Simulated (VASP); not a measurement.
# ZnO in VASP: a series of runs

Runs on ZnO. Level: PBEsol. Tasks: single point, relaxation of the atoms.

Program: VASP 6.6.1. These are calculated values, not measurements. Logs are shortened: lines on timing, memory, paths and dates and some standing lists are left out, and cuts for length are marked.

## Step 1: The slab as given

The cell holds a slab with vacuum, 20 atoms: a = 3.237 Å, b = 5.224 Å, c = 27.147 Å, α = 90.00°, β = 90.00°, γ = 90.00°.

## Step 2: Single point, PBEsol

INCAR reads:

```
SYSTEM = ZnO
ALGO = Normal ; DIPOL = 0.5 0.5 0.500
EDIFF = 1E-6 ; ENCUT = 520
GGA = PS ; ICORELEVEL = 1
IDIPOL = 3 ; ISIF = 2
ISMEAR = 0 ; LASPH = .TRUE.
LCHARG = .FALSE. ; LDIPOL = .TRUE.
LREAL = .FALSE. ; LUSENCCL = .FALSE.
LVACPOTAV = .TRUE. ; LVHAR = .TRUE.
LWAVE = .FALSE. ; NBANDS = 106
NELM = 80 ; PREC = Accurate
SIGMA = 0.03
```

KPOINTS reads:

```
k-points
0
G
  8 5 1
  0 0 0
```

POSCAR reads:

```
ZnO
1.0
    3.2367619000      0.0000000000      0.0000000000
    0.0000000000      5.2238640000      0.0000000000
    0.0000000000      0.0000000000     27.1468469200
Zn O
10 10
Direct
    0.9999995400      0.5000160000      0.2762751800
    0.5000005500      0.0000160000      0.3106944500
    0.4999995700      0.5000160000      0.3795327700
    0.0000005800      0.0000160000      0.4139520400
    0.9999996100      0.5000160000      0.4827903700
    0.5000006200      0.0000160000      0.5172096300
    0.4999996400      0.5000160000      0.5860479600
    0.0000006500      0.0000160000      0.6204672300
    0.9999996700      0.5000160000      0.6893055500
    0.5000006800      0.0000160000      0.7237248200
    0.9999995400      0.1209740000      0.2762751800
    0.5000005500      0.6209740000      0.3106944500
    0.4999995700      0.1209740000      0.3795327700
    0.0000005800      0.6209740000      0.4139520400
    0.9999996100      0.1209740000      0.4827903700
    0.5000006200      0.6209740000      0.5172096300
    0.4999996400      0.1209740000      0.5860479600
    0.0000006500      0.6209740000      0.6204672300
    0.9999996700      0.1209740000      0.6893055500
    0.5000006800      0.6209740000      0.7237248200
```

Potentials or basis: VASP PAW PBE potentials, release 64 (Zn, O).

Command:

```console
$ cat potpaw_PBE.64/Zn/POTCAR potpaw_PBE.64/O/POTCAR > POTCAR
$ mpirun -np 1 vasp_std > vasp.out
```

OUTCAR:

```text
SYSTEM = ZnO
   EDIFF = 1E-6
   ENCUT = 520
   GGA = PS
   ISIF = 2
   ISMEAR = 0
   LASPH = .TRUE.
   LREAL = .FALSE.
   NELM = 80
   PREC = Accurate

 ion  position               nearest neighbor table
   1  1.000  0.500  0.276-  12 1.97  12 1.97  11 1.98
   2  0.500  0.000  0.311-  13 1.97  11 1.97  11 1.97  12 1.98
   3  0.500  0.500  0.380-  12 1.97  14 1.97  14 1.97  13 1.98
   4  0.000  0.000  0.414-  13 1.97  15 1.97  13 1.97  14 1.98
   5  1.000  0.500  0.483-  16 1.97  14 1.97  16 1.97  15 1.98
   6  0.500  0.000  0.517-  15 1.97  17 1.97  15 1.97  16 1.98
   7  0.500  0.500  0.586-  18 1.97  16 1.97  18 1.97  17 1.98
   8  0.000  0.000  0.620-  19 1.97  17 1.97  17 1.97  18 1.98
   9  1.000  0.500  0.689-  18 1.97  20 1.97  20 1.97  19 1.98
  10  0.500  0.000  0.724-  19 1.97  19 1.97  20 1.98
  11  1.000  0.121  0.276-   2 1.97   2 1.97   1 1.98
  12  0.500  0.621  0.311-   3 1.97   1 1.97   1 1.97   2 1.98
  13  0.500  0.121  0.380-   2 1.97   4 1.97   4 1.97   3 1.98
  14  0.000  0.621  0.414-   3 1.97   5 1.97   3 1.97   4 1.98
  15  1.000  0.121  0.483-   6 1.97   4 1.97   6 1.97   5 1.98
  16  0.500  0.621  0.517-   5 1.97   7 1.97   5 1.97   6 1.98
  17  0.500  0.121  0.586-   8 1.97   6 1.97   8 1.97   7 1.98
  18  0.000  0.621  0.620-   9 1.97   7 1.97   7 1.97   8 1.98
  19  1.000  0.121  0.689-   8 1.97  10 1.97  10 1.97   9 1.98
  20  0.500  0.621  0.724-   9 1.97   9 1.97  10 1.98

  LATTYP: Found a simple orthorhombic cell.
 ALAT       =     3.2367619000
 B/A-ratio  =     1.6139166739
 C/A-ratio  =     8.3870385770

  Lattice vectors:

 A1 = (   3.2367619000,   0.0000000000,   0.0000000000)
 A2 = (   0.0000000000,   5.2238640000,   0.0000000000)
 A3 = (   0.0000000000,   0.0000000000,  27.1468469200)

Analysis of symmetry for initial positions (statically):
=====================================================================
 Subroutine PRICEL returns:
 Original cell was already a primitive cell.

 Routine SETGRP: Setting up the symmetry group for a
 simple orthorhombic supercell.

 Subroutine GETGRP returns: Found  4 space group operations
 (whereof  2 operations were pure point group operations)
 out of a pool of  8 trial point group operations.

The static configuration has the point symmetry C_1h.
 The point group associated with its full space group is C_2v.

Analysis of symmetry for dynamics (positions and initial velocities):
=====================================================================
 Subroutine PRICEL returns:
 Original cell was already a primitive cell.

[... 155 lines left out ...]
  volume/ion in A,a.u.               =      22.95       154.88
  Fermi-wavevector in a.u.,A,eV,Ry     =   1.198280  2.264421 19.536267  1.435875
  Thomas-Fermi vector in A             =   2.334173
   LORBIT       =      0    0 simple, 1 ext, 2 COOP (PROOUT), +10 PAW based schemes
   GGA     = PS    functional components
   LHFCALC =     F    Hartree Fock is set to
   AEXX    =    0.0000 exact exchange contribution
   IVDW    =     0    specifies the selected vdW correction
   LEPSILON=     F    determine dielectric tensor
   LRPA    =     F    only Hartree local field effects (RPA)
 non-spin polarized calculation
 Gauss-broadening in eV      SIGMA  =   0.03
  energy-cutoff  :      520.00
  volume of cell :      459.01
 maximum number of plane-waves:     12424
   NGX = 13   NGY = 19   NGZ =101

 number of electron     180.0000033 magnetization

 dipolmoment           0.000000      0.000000     -0.000000 electrons x Angstroem

 Free energy of the ion-electron system (eV)
  ---------------------------------------------------
  ext. energy  EPLUGINS =         0.00000000
  ---------------------------------------------------
  free energy    TOTEN  =       -94.19231816 eV

  energy without entropy =      -94.19231816  energy(sigma->0) =      -94.19231816

 the core state eigenenergies are
   1-  1s  -9521.5791  2s  -1155.0559  2p  -1000.7086  3s   -126.3789  3p    -80.5607

   2-  1s  -9520.1510  2s  -1153.6779  2p   -999.3234  3s   -125.0810  3p    -79.2676

   3-  1s  -9520.7428  2s  -1154.2645  2p   -999.9103  3s   -125.6775  3p    -79.8647
[... 15 lines left out ...]
  11-  1s   -506.5360
  12-  1s   -507.8704
  13-  1s   -507.3072
  14-  1s   -507.5040
  15-  1s   -507.4326
  16-  1s   -507.4326
  17-  1s   -507.5040
  18-  1s   -507.3072
  19-  1s   -507.8704
  20-  1s   -506.5360

 E-fermi :  -1.6673     XC(G=0):  -6.2880

 val. band max:       -1.8036085037   @ k =   0.0000   0.0000   0.0000
 cond. band min:      -1.3799780010   @ k =   0.0000   0.0000   0.0000
 fundamental gap:      0.4236305027
 Fermi energy:        -1.6672690689

 k-point     1 :       0.0000    0.0000    0.0000
  band No.  band energies     occupation
      1     -20.1659      2.00000
      2     -20.0939      2.00000
      3     -19.9374      2.00000
      4     -19.7192      2.00000
      5     -19.5182      2.00000
      6     -19.3877      2.00000
[... 1564 lines left out ...]
    101       4.6581      0.00000
    102       4.6581      0.00000
 [bands above 102 left out]

------------------------ aborting loop because EDIFF is reached ----------------------------------------

  FORCE on cell =-STRESS in cart. coord.  units (eV):
  Direction    XX          YY          ZZ          XY          YZ          ZX
  --------------------------------------------------------------------------------------
  -------------------------------------------------------------------------------------
  Total       -2.5046333     -5.7593448     -1.4581730      0.0000000      0.0000000      0.0000000
  in kB       -8.7424414    -20.1030360     -5.0897639      0.0000000      0.0000000      0.0000000
  external PRESSURE =     -11.3117471 kB  Pullay stress =       0.0000000 kB

 VOLUME and BASIS-vectors are now :
 -----------------------------------------------------------------------------
  energy-cutoff  :      520.00
  volume of cell :      459.01
      direct lattice vectors                 reciprocal lattice vectors
     3.236761900  0.000000000  0.000000000     0.308950745  0.000000000  0.000000000
     0.000000000  5.223864000  0.000000000     0.000000000  0.191429180  0.000000000
     0.000000000  0.000000000 27.146846920     0.000000000  0.000000000  0.036836691

 POSITION                                       TOTAL-FORCE (eV/Angst)
 -----------------------------------------------------------------------------------
      3.23676      2.61202      7.50000         0.000000     -1.412297      1.218903
      1.61838      0.00008      8.43437         0.000000      0.718438     -0.784783
      1.61838      2.61202     10.30312         0.000000     -0.238272      0.181693
      0.00000      0.00008     11.23749         0.000000      0.103255     -0.093042
      3.23676      2.61202     13.10624         0.000000     -0.018755      0.038544
      1.61838      0.00008     14.04061         0.000000     -0.018755     -0.038544
[... 12 lines left out ...]
      3.23676      0.63195     18.71247         0.000000      0.084708      0.936367
      1.61838      3.24388     19.64685         0.000000      0.737137     -0.148219
 -----------------------------------------------------------------------------------
    total drift:                               -0.002689      0.006182     -0.005130

  FREE ENERGIE OF THE ION-ELECTRON SYSTEM (eV)
  ---------------------------------------------------
  free  energy   TOTEN  =       -94.1923181569 eV

  energy  without entropy=      -94.1923181569  energy(sigma->0) =      -94.19231816

 vacuum level on the upper side and lower side of the slab         3.344         3.344
```

It took 4.9 min on 1 × NVIDIA H100 80GB with 1 thread of AMD EPYC 7R13 (Zen 3), shared host; peak memory 1.7 GiB.

Results:

* Free energy: -94.1923 eV
* Largest force: 1.866 eV/Å
* Band gap on the k mesh: 0.42 eV, direct
* Ionisation potential of the upper face: 5.15 eV

Forces in eV/Å, atoms in the order of the input:
```
Zn   0.000 -1.412  1.219
Zn   0.000  0.718 -0.785
Zn   0.000 -0.238  0.182
Zn   0.000  0.103 -0.093
Zn   0.000 -0.019  0.039
Zn   0.000 -0.019 -0.039
Zn   0.000  0.103  0.093
Zn   0.000 -0.238 -0.182
Zn   0.000  0.718  0.785
Zn   0.000 -1.412 -1.219
O    0.000  0.737  0.148
O    0.000  0.085 -0.936
O    0.000  0.035  0.321
O    0.000 -0.015 -0.139
O    0.000  0.005  0.068
O    0.000  0.005 -0.068
O    0.000 -0.015  0.139
O    0.000  0.035 -0.321
O    0.000  0.085  0.936
O    0.000  0.737 -0.148
```

Levels at points of the mesh, in eV from the valence-band top:
```tsv
k point	band 86	band 87	band 88	band 89	band 90	band 91	band 92	band 93	band 94	band 95
(0.00, 0.00, 0.00)	-0.46	-0.37	-0.35	-0.02	0.00	0.42	0.96	1.90	2.95	4.04
(0.50, 0.00, 0.00)	-1.42	-1.19	-1.19	-0.68	-0.68	3.43	3.43	5.42	5.42	5.50
```

Core levels (eV, on the scale of the bands):
| atom | levels |
| --- | --- |
| 1 Zn | 1s -9521.6, 2s -1155.1, 2p -1000.7, 3s -126.4, 3p -80.6 |
| 2 Zn | 1s -9520.2, 2s -1153.7, 2p -999.3, 3s -125.1, 3p -79.3 |
| 3 Zn | 1s -9520.7, 2s -1154.3, 2p -999.9, 3s -125.7, 3p -79.9 |
| 4 Zn | 1s -9520.5, 2s -1154.1, 2p -999.7, 3s -125.5, 3p -79.7 |
| 5 Zn | 1s -9520.6, 2s -1154.1, 2p -999.8, 3s -125.6, 3p -79.7 |
| 6 Zn | 1s -9520.6, 2s -1154.1, 2p -999.8, 3s -125.6, 3p -79.7 |

Caveat: the PAW data sets were made with another functional, which shifts forces and pressure a little.

## Step 3: Relaxation of the atoms, PBEsol

INCAR reads:

```
SYSTEM = ZnO
ALGO = Normal ; DIPOL = 0.5 0.5 0.500
EDIFF = 1E-6 ; EDIFFG = -0.02
ENCUT = 520 ; GGA = PS
IBRION = 2 ; IDIPOL = 3
ISIF = 2 ; ISMEAR = 0
LASPH = .TRUE. ; LCHARG = .FALSE.
LDIPOL = .TRUE. ; LREAL = .FALSE.
LUSENCCL = .FALSE. ; LWAVE = .FALSE.
NELM = 80 ; NSW = 80
PREC = Accurate ; SIGMA = 0.03
```

KPOINTS is that of step 2.

POSCAR is that of step 2.

Potentials or basis: VASP PAW PBE potentials, release 64 (Zn, O).

Command:

```console
$ cat potpaw_PBE.64/Zn/POTCAR potpaw_PBE.64/O/POTCAR > POTCAR
$ mpirun -np 1 vasp_std > vasp.out
```

Run time: 48 min. Hardware: 1 × NVIDIA H100 80GB with 1 thread of AMD EPYC 7R13 (Zen 3), shared host; peak memory 1.7 GiB.

The run converged. Its results:

```yaml
Free_energy: -94.9414 eV
Energy_gained_by_relaxing: 37.5 meV/atom
Ionic_steps: 23
Largest_force_after_relaxing: 0.018 eV/Å
Band_gap_on_the_k_mesh: 0.78 eV, direct
```

Forces in eV/Å, atoms in the order of the input:
```
Zn   0.000  0.011  0.002
Zn   0.000 -0.013 -0.004
Zn   0.000 -0.002 -0.002
Zn   0.000  0.011  0.010
Zn   0.000  0.005 -0.007
Zn   0.000  0.005  0.007
Zn   0.000  0.011 -0.010
Zn   0.000 -0.002  0.002
Zn   0.000 -0.013  0.004
Zn   0.000  0.011 -0.002
O    0.000 -0.015  0.010
O    0.000 -0.006  0.005
O    0.000 -0.011  0.008
O    0.000  0.007 -0.003
O    0.000  0.012  0.006
O    0.000  0.012 -0.006
O    0.000  0.007  0.003
O    0.000 -0.011 -0.008
O    0.000 -0.006 -0.005
O    0.000 -0.015 -0.010
```

The path:
| step | energy change (eV) | largest force (eV/Å) | pressure (GPa) |
| --- | --- | --- | --- |
| 1 | 0.0000 | 1.8656 | -1.13 |
| 2 | -0.4360 | 1.0169 | -0.59 |
| 3 | -0.5018 | 0.8676 | -0.17 |
| 4 | -0.6250 | 0.4650 | -0.03 |
| 5 | -0.6466 | 0.4476 | 0.07 |
| 6 | -0.6904 | 0.2788 | 0.21 |
| 7 | -0.6991 | 0.2985 | 0.31 |
| 8 | -0.7149 | 0.1600 | 0.30 |
| 9 | -0.7162 | 0.1977 | 0.30 |
| 10 | -0.7258 | 0.1642 | 0.36 |
| 11 | -0.7266 | 0.1525 | 0.38 |
| 12 | -0.7356 | 0.1206 | 0.37 |
| 13 | -0.7370 | 0.1235 | 0.36 |
| 14 | -0.7431 | 0.0814 | 0.43 |
| 15 | -0.7439 | 0.0958 | 0.46 |
| 16 | -0.7463 | 0.1175 | 0.48 |
| 17 | -0.7466 | 0.0706 | 0.47 |
| 18 | -0.7480 | 0.0390 | 0.52 |
| 19 | -0.7480 | 0.0419 | 0.53 |
| 20 | -0.7488 | 0.0339 | 0.53 |
| 21 | -0.7488 | 0.0345 | 0.54 |
| 22 | -0.7491 | 0.0211 | 0.58 |
| 23 | -0.7491 | 0.0176 | 0.56 |

Final structure:
```
CELL_PARAMETERS angstrom
3.23676 0.00000 0.00000
0.00000 5.22386 0.00000
0.00000 0.00000 27.14685
ATOMIC_POSITIONS crystal
Zn 0.00000 0.46651 0.28935
Zn 0.50000 0.00511 0.30597
Zn 0.50000 0.50132 0.38203
Zn 0.00000 0.00632 0.41222
Zn 0.00000 0.50248 0.48398
Zn 0.50000 0.00248 0.51602
Zn 0.50000 0.50632 0.58778
Zn 0.00000 0.00132 0.61797
Zn 0.00000 0.50511 0.69403
Zn 0.50000 0.96651 0.71065
O 0.00000 0.12040 0.27551
O 0.50000 0.62770 0.31138
O 0.50000 0.12511 0.37818
O 0.00000 0.62625 0.41483
O 0.00000 0.12375 0.48189
O 0.50000 0.62375 0.51811
O 0.50000 0.12625 0.58517
O 0.00000 0.62511 0.62182
O 0.00000 0.12770 0.68862
O 0.50000 0.62040 0.72449
```

Levels at points of the mesh, in eV from the valence-band top:
| k point | band 88 | band 89 | band 90 | band 91 | band 92 | band 93 |
| --- | --- | --- | --- | --- | --- | --- |
| (0.00, 0.00, 0.00) | -0.32 | -0.02 | 0.00 | 0.78 | 1.50 | 2.44 |
| (0.50, 0.00, 0.00) | -1.15 | -0.92 | -0.92 | 4.96 | 4.96 | 5.46 |

Caveat: the PAW data sets were made with another functional, which shifts forces and pressure a little.

## Step 4: Single point, PBEsol

INCAR reads:

```
SYSTEM = ZnO
ALGO = Normal ; DIPOL = 0.5 0.5 0.500
EDIFF = 1E-6 ; ENCUT = 520
GGA = PS ; ICORELEVEL = 1
IDIPOL = 3 ; ISIF = 2
ISMEAR = 0 ; LASPH = .TRUE.
LCHARG = .FALSE. ; LDIPOL = .TRUE.
LREAL = .FALSE. ; LUSENCCL = .FALSE.
LVACPOTAV = .TRUE. ; LVHAR = .TRUE.
LWAVE = .FALSE. ; NBANDS = 106
NELM = 80 ; PREC = Accurate
SIGMA = 0.03
```

KPOINTS is that of step 3.

POSCAR reads:

```
ZnO                                     
1.0
    3.2367619000      0.0000000000      0.0000000000
    0.0000000000      5.2238640000      0.0000000000
    0.0000000000      0.0000000000     27.1468469200
  Zn              O             
    10    10
Direct
     0.9999995399999975    0.4665117851185559    0.2893536958357627
     0.5000005500000029    0.0051123986701283    0.3059737603556715
     0.4999995699999999    0.5013151180200781    0.3820331512290244
     0.0000005799999983    0.0063207915868525    0.4122230015664270
     0.9999996100000033    0.5024841716047292    0.4839803465120225
     0.5000006200000016    0.0024841716047294    0.5160196534879778
     0.4999996399999986    0.5063207915868525    0.5877769984335733
     0.0000006499999969    0.0013151180200781    0.6179668487709757
     0.9999996700000011    0.5051123986701282    0.6940262396443285
     0.5000006799999994    0.9665117851185557    0.7106463041642375
     0.9999995399999975    0.1203982543175850    0.2755128347559721
     0.5000005500000029    0.6277024461767836    0.3113787699940373
     0.4999995699999999    0.1251103245172993    0.3781763316214084
     0.0000005799999983    0.6262481333643858    0.4148337166780530
     0.9999996100000033    0.1237465766235975    0.4818864649848609
     0.5000006200000016    0.6237465766235974    0.5181135350151391
     0.4999996399999986    0.1262481333643860    0.5851662833219470
     0.0000006499999969    0.6251103245172995    0.6218236683785919
     0.9999996700000011    0.1277024461767836    0.6886212300059626
     0.5000006799999994    0.6203982543175853    0.7244871652440280
```

Command:

```console
$ cat potpaw_PBE.64/Zn/POTCAR potpaw_PBE.64/O/POTCAR > POTCAR
$ mpirun -np 1 vasp_std > vasp.out
```

It took 4.9 min on 1 × NVIDIA H100 80GB with 1 thread of AMD EPYC 7R13 (Zen 3), shared host; peak memory 1.7 GiB.

It converged, with:

```
Free energy                            : -94.9414 eV
Largest force                          : 0.018 eV/Å
Band gap on the k mesh                 : 0.78 eV, direct
Ionisation potential of the upper face : 5.86 eV
```

Forces on the atoms (eV/Å):
```
Zn   0.000  0.012  0.002
Zn   0.000 -0.013 -0.004
Zn   0.000 -0.002 -0.001
Zn   0.000  0.011  0.011
Zn   0.000  0.005 -0.006
Zn   0.000  0.005  0.006
Zn   0.000  0.011 -0.011
Zn   0.000 -0.002  0.001
Zn   0.000 -0.013  0.004
Zn   0.000  0.012 -0.002
O    0.000 -0.015  0.009
O    0.000 -0.006  0.005
O    0.000 -0.011  0.008
O    0.000  0.007 -0.003
O    0.000  0.012  0.006
O    0.000  0.012 -0.006
O    0.000  0.007  0.003
O    0.000 -0.011 -0.008
O    0.000 -0.006 -0.005
O    0.000 -0.015 -0.009
```

Levels at points of the mesh, in eV from the valence-band top:
| k point | band 88 | band 89 | band 90 | band 91 | band 92 | band 93 |
| --- | --- | --- | --- | --- | --- | --- |
| (0.00, 0.00, 0.00) | -0.32 | -0.02 | 0.00 | 0.78 | 1.50 | 2.44 |
| (0.50, 0.00, 0.00) | -1.15 | -0.92 | -0.92 | 4.96 | 4.96 | 5.46 |

Core levels (eV, on the scale of the bands):
| atom | levels |
| --- | --- |
| 1 Zn | 1s -9521.6, 2s -1155.1, 2p -1000.8, 3s -126.5, 3p -80.6 |
| 2 Zn | 1s -9520.5, 2s -1154.0, 2p -999.7, 3s -125.4, 3p -79.6 |
| 3 Zn | 1s -9521.1, 2s -1154.6, 2p -1000.3, 3s -126.1, 3p -80.2 |
| 4 Zn | 1s -9520.9, 2s -1154.4, 2p -1000.0, 3s -125.8, 3p -80.0 |
| 5 Zn | 1s -9520.9, 2s -1154.5, 2p -1000.1, 3s -125.9, 3p -80.1 |
| 6 Zn | 1s -9520.9, 2s -1154.5, 2p -1000.1, 3s -125.9, 3p -80.1 |

Caveat: the PAW data sets were made with another functional, which shifts forces and pressure a little.
